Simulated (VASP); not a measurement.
# Ta2N (P-3m1) in VASP: further runs

One crystal, Ta2N, is run at these levels: PBE, PBE+D3(BJ); tasks: single point, relaxation of cell and atoms.

All numbers are computed with VASP 6.6.1; they aren't measurements. Logs are shortened: lines on timing, memory, paths and dates and some standing lists are left out, and cuts for length are marked.

### Step 1. Starting point

The structure is trigonal, space group P-3m1 (No. 164). The conventional cell has a = 3.113 Å, b = 3.113 Å, c = 4.870 Å, α = 90.00°, β = 90.00°, γ = 120.00°. Around Ta (site symmetry 3m) lie 3 N at 2.18 Å. N (site symmetry -3m) is surrounded by 6 Ta at 2.18 Å.

The cell comes from a database or a generator and needn't be the stable form of this composition.

### Step 2. Single point, PBE

INCAR reads:

```
ADDGRID = False ; ALGO = Normal
EDIFF = 1E-7 ; ENCUT = 520
GGA = PE ; ISIF = 2
ISMEAR = 0 ; LASPH = True
LCHARG = False ; LREAL = False
LWAVE = False ; NELM = 100
PREC = Normal ; SIGMA = 0.05
```

KPOINTS reads:

```
k-points
0
Gamma
  10 10 6
```

POSCAR reads:

```
Ta2N
1.0
    3.1128615060      0.0000000000      0.0000000000
   -1.5564307530      2.6958171426      0.0000000000
    0.0000000000      0.0000000000      4.8698410000
Ta N
2 1
Direct
    0.3333333333      0.6666666667      0.2547110000
    0.6666666667      0.3333333333      0.7452890000
    0.0000000000      0.0000000000      0.0000000000
```

Potentials or basis: VASP PAW PBE potentials, release 64 (Ta_pv, N).

Command:

```sh
cat potpaw_PBE.64/Ta_pv/POTCAR potpaw_PBE.64/N/POTCAR > POTCAR
mpirun -np 1 vasp_std > vasp.out
```

OUTCAR:

```text
EDIFF = 1E-7
   ENCUT = 520
   GGA = PE
   ISIF = 2
   ISMEAR = 0
   LASPH = True
   LREAL = False
   NELM = 100
   PREC = Normal

 Found     72 irreducible k-points:

 Following reciprocal coordinates:
            Coordinates               Weight
  0.000000  0.000000  0.000000      1.000000
  0.100000 -0.000000  0.000000      6.000000
  0.200000 -0.000000  0.000000      6.000000
  0.300000 -0.000000  0.000000      6.000000
  0.400000 -0.000000  0.000000      6.000000
  0.500000  0.000000  0.000000      3.000000
   k-points           NKPTS =     72   k-points in BZ     NKDIM =     72   number of bands    NBANDS=     17
   number of dos      NEDOS =    301   number of ions     NIONS =      3
   total plane-waves  NPLWV =   9072
   dimension x,y,z NGX =    18 NGY =   18 NGZ =   28
   dimension x,y,z NGXF=    36 NGYF=   36 NGZF=   56
   ions per type =               2   1
   NGX,Y,Z   is equivalent  to a cutoff of   9.61,  9.61,  9.56 a.u.
   NGXF,Y,Z  is equivalent  to a cutoff of  19.23, 19.23, 19.12 a.u.
 SYSTEM =  unknown system
   PREC   = normal    normal or accurate (medium, high low for compatibility)
   ISTART =      0    job   : 0-new  1-cont  2-samecut
   ICHARG =      2    charge: 1-file 2-atom 10-const
   ISPIN  =      1    spin polarized calculation?
   LNONCOLLINEAR =      F non collinear calculations
   LSORBIT =      F    spin-orbit coupling
   LASPH  =      T    aspherical Exc in radial PAW
   ENCUT  =  520.0 eV  38.22 Ry    6.18 a.u.   5.79  5.79  9.05*2*pi/ulx,y,z
   NELM   =    100;   NELMIN=  2; NELMDL= -5     # of ELM steps
   EDIFF  = 0.1E-06   stopping-criterion for ELM
   LREAL  =      F    real-space projection
   EDIFFG = 0.1E-05   stopping-criterion for IOM
   NSW    =      0    number of steps for IOM
   IBRION =     -1    ionic relax: 0-MD 1-quasi-New 2-CG
   NFREE  =      0    steps in history (QN), initial steepest desc. (CG)
   ISIF   =      2    stress and relaxation
   ISYM   =      2    0-nonsym 1-usesym 2-fastsym
   POTIM  = 0.5000    time-step for ionic-motion
   TEBEG  =    0.0;   TEEND  =   0.0 temperature during run
   PSTRESS=    0.0 pullay stress
   NELECT =      27.0000    total number of electrons
   NUPDOWN=      -1.0000    fix difference up-down
   EMIN   =  10.00;   EMAX   =-10.00  energy-range for DOS
   EFERMI =   0.00;   METHOD = LEGACY
   ISMEAR =     0;   SIGMA  =   0.05  broadening in eV -4-tet -1-fermi 0-gaus
   EFERMI_NEDOS =   21; number of points for ismear=-14 and -15
   IALGO  =     38    algorithm
   IMIX   =      4    mixing-type and parameters
     AMIX     =   0.40;   BMIX     =  1.00
     AMIX_MAG =   1.60;   BMIX_MAG =  1.00
  volume/ion in A,a.u.               =      13.62        91.93
  Fermi-wavevector in a.u.,A,eV,Ry     =   1.425852  2.694469 27.661374  2.033054
  Thomas-Fermi vector in A             =   2.546192
   LORBIT       =      0    0 simple, 1 ext, 2 COOP (PROOUT), +10 PAW based schemes
   GGA     = PE    functional components
   LHFCALC =     F    Hartree Fock is set to
   AEXX    =    0.0000 exact exchange contribution
   IVDW    =     0    specifies the selected vdW correction
   LEPSILON=     F    determine dielectric tensor
   LRPA    =     F    only Hartree local field effects (RPA)
 non-spin polarized calculation
 Gauss-broadening in eV      SIGMA  =   0.05
  energy-cutoff  :      520.00
  volume of cell :       40.87
 maximum number of plane-waves:      1114
   NGX = 11   NGY = 11   NGZ = 19

 number of electron      26.9999991 magnetization

 Free energy of the ion-electron system (eV)
  ---------------------------------------------------
  ext. energy  EPLUGINS =         0.00000000
  ---------------------------------------------------
  free energy    TOTEN  =       -34.37747559 eV

  energy without entropy =      -34.37444285  energy(sigma->0) =      -34.37595922

 E-fermi :   7.4685     XC(G=0): -12.8464

 val. band max:        7.4583634334   @ k =  -0.1000   0.4000   0.1667
 cond. band min:       7.4721810978   @ k =   0.0000   0.3000   0.3333
 fundamental gap:      0.0138176645
 Fermi energy:         7.4685348340

 k-point     1 :       0.0000    0.0000    0.0000
  band No.  band energies     occupation
      1     -28.2225      2.00000
      2     -27.5120      2.00000
      3     -27.5120      2.00000
      4     -27.3867      2.00000
      5     -27.3867      2.00000
      6     -27.2689      2.00000
[... 9 lines left out ...]
     16       7.7454      0.00000
     17       7.7454      0.00000

 k-point     2 :       0.1000   -0.0000    0.0000
  band No.  band energies     occupation
      1     -28.1931      2.00000
      2     -27.5700      2.00000
      3     -27.5329      2.00000
      4     -27.4450      2.00000
      5     -27.3915      2.00000
      6     -27.2803      2.00000
[... 9 lines left out ...]
     16       7.5127      0.21170
     17       8.7256      0.00000

 k-point     3 :       0.2000   -0.0000    0.0000
  band No.  band energies     occupation
      1     -28.1113      2.00000
      2     -27.7225      2.00000
      3     -27.5896      2.00000
      4     -27.5839      2.00000
      5     -27.4073      2.00000
      6     -27.3162      2.00000
[... 9 lines left out ...]
     16       8.3054      0.00000
     17       9.1138      0.00000

 k-point     4 :       0.3000   -0.0000    0.0000
  band No.  band energies     occupation
      1     -28.0010      2.00000
      2     -27.9051      2.00000
      3     -27.7557      2.00000
      4     -27.6424      2.00000
      5     -27.4307      2.00000
      6     -27.3772      2.00000
[... 9 lines left out ...]
     16       9.4880      0.00000
     17       9.5694      0.00000

 k-point     5 :       0.4000   -0.0000    0.0000
  band No.  band energies     occupation
      1     -28.0730      2.00000
      2     -27.8848      2.00000
      3     -27.8611      2.00000
      4     -27.6874      2.00000
      5     -27.4538      2.00000
      6     -27.4515      2.00000
[... 9 lines left out ...]
     16      10.4724      0.00000
     17      10.7440      0.00000

 k-point     6 :       0.5000    0.0000    0.0000
  band No.  band energies     occupation
      1     -28.1293      2.00000
      2     -27.9308      2.00000
      3     -27.8002      2.00000
      4     -27.7042      2.00000
      5     -27.4998      2.00000
      6     -27.4597      2.00000
[... 9 lines left out ...]
     16      11.1607      0.00000
     17      11.4571      0.00000

 [... further k-points ...]

------------------------ aborting loop because EDIFF is reached ----------------------------------------

  FORCE on cell =-STRESS in cart. coord.  units (eV):
  Direction    XX          YY          ZZ          XY          YZ          ZX
  --------------------------------------------------------------------------------------
  -------------------------------------------------------------------------------------
  Total       -0.3341358     -0.3341358      0.0005670      0.0000000     -0.0000000      0.0000000
  in kB      -13.0999174    -13.0999174      0.0222286      0.0000000     -0.0000000      0.0000000
  external PRESSURE =      -8.7258687 kB  Pullay stress =       0.0000000 kB

 VOLUME and BASIS-vectors are now :
 -----------------------------------------------------------------------------
  energy-cutoff  :      520.00
  volume of cell :       40.87
      direct lattice vectors                 reciprocal lattice vectors
     3.112861506  0.000000000  0.000000000     0.321247829  0.185472520  0.000000000
    -1.556430753  2.695817143  0.000000000     0.000000000  0.370945041  0.000000000
     0.000000000  0.000000000  4.869841000     0.000000000  0.000000000  0.205345513

 POSITION                                       TOTAL-FORCE (eV/Angst)
 -----------------------------------------------------------------------------------
     -0.00000      1.79721      1.24040        -0.000000      0.000000      0.048840
      1.55643      0.89861      3.62944         0.000000     -0.000000     -0.048840
      0.00000      0.00000      0.00000         0.000000     -0.000000      0.000000
 -----------------------------------------------------------------------------------
    total drift:                                0.000000     -0.000000      0.000000

  FREE ENERGIE OF THE ION-ELECTRON SYSTEM (eV)
  ---------------------------------------------------
  free  energy   TOTEN  =       -34.3774755854 eV

  energy  without entropy=      -34.3744428478  energy(sigma->0) =      -34.37595922
```

OSZICAR:

```text
N       E                     dE             d eps       ncg     rms          rms(c)
DAV:   1     0.208257467958E+03    0.20826E+03   -0.15469E+04  2456   0.163E+03
DAV:   2    -0.289904340564E+02   -0.23725E+03   -0.23481E+03  2888   0.437E+02
DAV:   3    -0.375560782678E+02   -0.85656E+01   -0.84109E+01  3254   0.724E+01
DAV:   4    -0.376633332815E+02   -0.10726E+00   -0.10336E+00  3183   0.747E+00
DAV:   5    -0.376653293229E+02   -0.19960E-02   -0.19870E-02  3357   0.659E-01    0.263E+01
DAV:   6    -0.347580629965E+02    0.29073E+01   -0.21743E+01  2986   0.296E+01    0.126E+01
DAV:   7    -0.344363231303E+02    0.32174E+00   -0.22676E+00  2833   0.965E+00    0.666E+00
DAV:   8    -0.343821964461E+02    0.54127E-01   -0.28492E-01  2999   0.469E+00    0.465E-01
DAV:   9    -0.343780120120E+02    0.41844E-02   -0.42396E-02  3158   0.129E+00    0.238E-01
DAV:  10    -0.343776993872E+02    0.31262E-03   -0.91452E-03  3177   0.710E-01    0.968E-02
DAV:  11    -0.343774806304E+02    0.21876E-03   -0.20598E-03  2785   0.262E-01    0.302E-02
DAV:  12    -0.343774769149E+02    0.37155E-05   -0.14209E-04  3066   0.857E-02    0.577E-03
DAV:  13    -0.343774760918E+02    0.82305E-06   -0.50101E-06  3260   0.189E-02    0.358E-03
DAV:  14    -0.343774756329E+02    0.45898E-06   -0.30508E-06  3139   0.113E-02    0.184E-03
DAV:  15    -0.343774755854E+02    0.47414E-07   -0.31166E-07  2545   0.391E-03
   1 F= -.34377476E+02 E0= -.34375959E+02  d E =-.303274E-02
```

Wall time 50 s (1 thread of AMD EPYC 7R43 (Zen 3), shared host); peak memory 0.13 GiB.

These settings aren't checked as converged: the numbers below hold their error.

Results:

```
Free energy            : -34.3775 eV
Pressure               : -0.9 GPa
Largest force          : 0.049 eV/Å
Band gap on the k mesh : none (metal or under the smearing width)
```

### Step 3. Single point, PBE

INCAR reads:

```
ADDGRID = False ; ALGO = Normal
EDIFF = 1E-7 ; ENCUT = 520
GGA = PE ; ISIF = 2
ISMEAR = 0 ; LASPH = True
LCHARG = False ; LREAL = Auto
LWAVE = False ; NELM = 100
PREC = Accurate ; SIGMA = 0.05
```

KPOINTS is that of step 2.

POSCAR is that of step 2.

Potentials or basis: VASP PAW PBE potentials, release 64 (Ta_pv, N).

Command:

```sh
cat potpaw_PBE.64/Ta_pv/POTCAR potpaw_PBE.64/N/POTCAR > POTCAR
mpirun -np 1 vasp_std > vasp.out
```

Run time: 2 min. Hardware: 1 thread of AMD EPYC 7R43 (Zen 3), shared host; peak memory 0.13 GiB.

The run converged, but some of its settings lie outside the range that counts as converged, so its numbers aren't taken as properties of the crystal.

What came out:

* Free energy: -34.3783 eV
* Pressure: -0.8 GPa
* Largest force: 0.049 eV/Å
* Band gap on the k mesh: none (metal or under the smearing width)

### Step 4. Single point, PBE

INCAR reads:

```
ADDGRID = False ; ALGO = Normal
EDIFF = 1E-5 ; ENCUT = 520
GGA = PE ; ISIF = 2
ISMEAR = 0 ; LASPH = True
LCHARG = False ; LREAL = False
LWAVE = False ; NELM = 100
PREC = Accurate ; SIGMA = 0.05
```

KPOINTS is that of step 3.

POSCAR is that of step 3.

Command:

```sh
cat potpaw_PBE.64/Ta_pv/POTCAR potpaw_PBE.64/N/POTCAR > POTCAR
mpirun -np 1 vasp_std > vasp.out
```

Wall time 45 s (1 thread of AMD EPYC 7R43 (Zen 3), shared host); peak memory 0.14 GiB.

These settings aren't checked as converged: the numbers below hold their error.

What came out:

```yaml
Free_energy: -34.3775 eV
Pressure: -0.9 GPa
Largest_force: 0.048 eV/Å
Band_gap_on_the_k_mesh: none (metal or under the smearing width)
```

### Step 5. Single point, PBE

Edit INCAR of step 4 so:

```diff
@@ -1,3 +1,3 @@
 ADDGRID = False ; ALGO = Normal
-EDIFF = 1E-5 ; ENCUT = 520
+EDIFF = 1E-7 ; ENCUT = 460
 GGA = PE ; ISIF = 2
```

KPOINTS reads:

```
k-points
0
Gamma
  12 12 7
```

POSCAR is that of step 4.

Command:

```sh
cat potpaw_PBE.64/Ta_pv/POTCAR potpaw_PBE.64/N/POTCAR > POTCAR
mpirun -np 1 vasp_std > vasp.out
```

Run time: 72 s. Hardware: 1 thread of AMD EPYC 7R43 (Zen 3), shared host; peak memory 0.16 GiB.

These settings aren't checked as converged: the numbers below hold their error.

Results:

```
Free energy            : -34.3840 eV
Pressure               : -1.2 GPa
Largest force          : 0.070 eV/Å
Band gap on the k mesh : none (metal or under the smearing width)
```

Caveat: the cutoff is under 1.25 times the usual one of these potentials, so pressure, stress and relaxed cells hold a basis-set (Pulay) error.

### Step 6. Relaxation of cell and atoms, PBE+D3(BJ)

INCAR reads:

```
ALGO = Fast
EDIFF = 1E-7
EDIFFG = -0.005
ENCUT = 600
GGA = PE
IBRION = 2
ISIF = 3
ISMEAR = -1
IVDW = 12
LASPH = True
LCHARG = False
LREAL = False
LWAVE = False
NELM = 100
NSW = 60
PREC = Accurate
SIGMA = 0.05
```

KPOINTS reads:

```
k-points
0
Gamma
  8 8 6
```

POSCAR is that of step 5.

Potentials or basis: VASP PAW PBE potentials, release 64 (Ta_pv, N).

Command:

```sh
cat potpaw_PBE.64/Ta_pv/POTCAR potpaw_PBE.64/N/POTCAR > POTCAR
mpirun -np 1 vasp_std > vasp.out
```

It took 3.4 min on 1 thread of Intel Xeon Platinum 8559C (Emerald Rapids), shared host; peak memory 0.22 GiB.

Results (log left out):

- Free energy: -35.9462 eV
- Relaxed volume: 13.26 Å³/atom
- Relaxed cell: a = 3.078 Å, b = 3.078 Å, c = 4.850 Å, α = 90.00°, β = 90.00°, γ = 120.00°
- Space group after relaxing (to 0.05 Å): P-3m1 (No. 164)
- Energy gained by relaxing: 8.3 meV/atom
- Ionic steps: 7
- Pressure after relaxing: 0.0 GPa
- Band gap on the k mesh: none (metal or under the smearing width)
- Dispersion energy per atom: -0.528 eV

Step by step:
```
step  energy change (eV)  largest force (eV/Å)  pressure (GPa)  volume (Å³)
   1              0.0000                0.0600           -7.20        40.87
   2              0.1400                0.6563           22.19        37.35
   3             -0.0237                0.1113           -0.20        39.86
   4             -0.0237                0.1149           -0.01        39.84
   5             -0.0247                0.0372            0.00        39.81
   6             -0.0249                0.0201            0.03        39.78
   7             -0.0250                0.0011           -0.03        39.79
```

Final structure:
```
Ta N
1.0
     3.07777    0.00000    0.00000
    -1.53889    2.66543    0.00000
     0.00000    0.00000    4.85024
Ta N
2 1
Direct
  0.33333 0.66667 0.25620
  0.66667 0.33333 0.74380
  0.00000 0.00000 0.00000
```

Levels at points of the mesh, in eV from the Fermi level:
```csv
k point,band 12,band 13,band 14,band 15,band 16,band 17
"(0.00, 0.00, 0.00)",-0.73,-0.22,-0.22,0.24,0.37,0.37
"(0.50, 0.00, 0.00)",-2.64,-1.33,1.71,2.02,3.93,4.19
"(0.00, 0.00, 0.50)",-2.65,-1.10,-1.10,1.81,2.13,2.41
"(0.50, 0.00, 0.50)",-2.16,-2.11,-0.37,0.74,3.51,3.75
```

Caveat: pairwise dispersion overbinds metals, which lowers pressure and volume. Spin-orbit coupling is left out, which matters for the levels of Ta.

### Step 7. For comparison

An earlier run on the cell as given: functional PBE; potentials or basis VASP PAW PBE potentials, release 64 (Ta_pv, N); cutoff 520 eV; k mesh 10 × 10 × 6; occupations fermi-dirac, width 0.05 eV; no spin polarisation.

- Pressure: -0.8 GPa
- Largest force: 0.027 eV/Å
- Band gap on the k mesh: none (metal or under the smearing width)
